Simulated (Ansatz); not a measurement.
A run of Ansatz 0.2.0 is set up as follows.

Contents of input.yaml:

```yaml
crystal:
  lattice:
    - [-1.6069, 1.6069, 3.91495]
    - [1.6069, -1.6069, 3.91495]
    - [1.6069, 1.6069, -3.91495]
  atoms:
    - { symbol: W, position: [0.0, 0.0, 0.0] }
    - { symbol: Si, position: [0.6653, 0.6653, 0.0] }
    - { symbol: Si, position: [0.3347, 0.3347, 0.0] }
hamiltonian:
  xc: pbesol
  pseudopotentials: { kind: paw }
kpoints:
  mp_grid: { grid: [10, 10, 10] }
scf:
  occupations: { method: fermi_dirac, width: 0.05 }
output:
  forces: true
  stress: true
elastic:
  mode: relaxed_ion
  stencil: two_point
```

Potentials or basis: Ansatz PAW.

The run is started by

```sh
$ ansatz run input.yaml --threads 2 --pin off --max-ram 5632MiB --backend cpu --events-out ev --progress --plain --runs-dir out
```

Problem. What does it give for the Voigt bulk modulus?

Solution. 224 GPa.

Problem. Predict the band gap on the k mesh.

Solution. None (metal or under the smearing width).

Stress tensor (GPa, compression positive):
```
-2.06  0.00  0.00
 0.00 -2.06  0.00
 0.00  0.00 -1.72
```

Caveat: elastic constants of metals need much finer meshes, so these are rough; the PAW data sets come from PBE, with cores solved anew for the run's functional, which leaves a small shift of forces and pressure. Spin-orbit coupling is left out, which matters for the levels of W.
